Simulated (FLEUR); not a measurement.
Moving the functional in SnO

It takes space group P4/nmm (No. 129, tetragonal). The conventional cell has a = 3.814 Å, b = 3.814 Å, c = 4.887 Å, α = 90.00°, β = 90.00°, γ = 90.00°. Around Sn (site symmetry 4mm) lie 4 O at 2.23 Å. Around O (site symmetry -4m2) lie 4 Sn at 2.23 Å.

The cell is a database's computed one, not the measured one.

Kept alike: task band structure; k mesh 7 × 7 × 6; occupations fermi-dirac, width 0.05 eV; no spin polarisation. Program: FLEUR, all-electron, FLAPW. The mesh is that of the run's cell of 4 atoms. No spin-orbit coupling.

| functional | band gap (eV) |
| --- | --- |
| AM05 | 0.160 |
| LDA | 0.213 |
| PBE | 0.143 |
| PBEsol | 0.113 |
| RPBE | 0.086 |

Runs of this series that gave no sound value for these columns are left out. Gaps are the smaller of the mesh's and the band path's.

**Question.** What does the functional change here?

**Answer.** The band gap runs from 0.086 (RPBE) to 0.213 eV (LDA). From PBE: AM05 +0.017; LDA +0.070; PBEsol -0.030; RPBE -0.057.
